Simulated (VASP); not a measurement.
A run of VASP 6.6.1:

The input INCAR:

```
SYSTEM = NaH
PREC = Accurate
ENCUT = 520
EDIFF = 1E-6
ISMEAR = -1
SIGMA = 0.02
LREAL = .FALSE.
LASPH = .TRUE.
NELM = 100
ALGO = Normal
ISIF = 2
LWAVE = .FALSE.
LCHARG = .FALSE.
GGA = PE
NBANDS = 16
```

File KPOINTS:

```
Automatic mesh
0
G
  12 12 6
  0 0 0
```

The input POSCAR:

```
NaH
1.0
    3.7556174745      0.0000000000      0.0000000000
   -1.8778087372      3.2524601398      0.0000000000
    0.0000000000      0.0000000000      4.5868776986
Na H
2 2
Direct
    0.3333333333      0.6666666667     -0.0625000000
    0.6666666667      0.3333333333      0.4375000000
    0.3333333333      0.6666666667      0.4375000000
    0.6666666667      0.3333333333      0.9375000000
```

Potentials or basis: VASP PAW PBE potentials, release 64 (Na_pv, H).

The run is started by

```console
$ cat potpaw_PBE.64/Na_pv/POTCAR potpaw_PBE.64/H/POTCAR > POTCAR
$ mpirun -np 1 vasp_std > vasp.out
```

Hardware: 1 thread of Intel(R) Xeon(R) 6975P-C (Granite Rapids) (shared host).

How long does it take, and how much memory?

It took 21 s on 1 thread of Intel(R) Xeon(R) 6975P-C (Granite Rapids) (shared host), peak memory 0.19 GiB. Counts: scf iterations 13, k points 76.
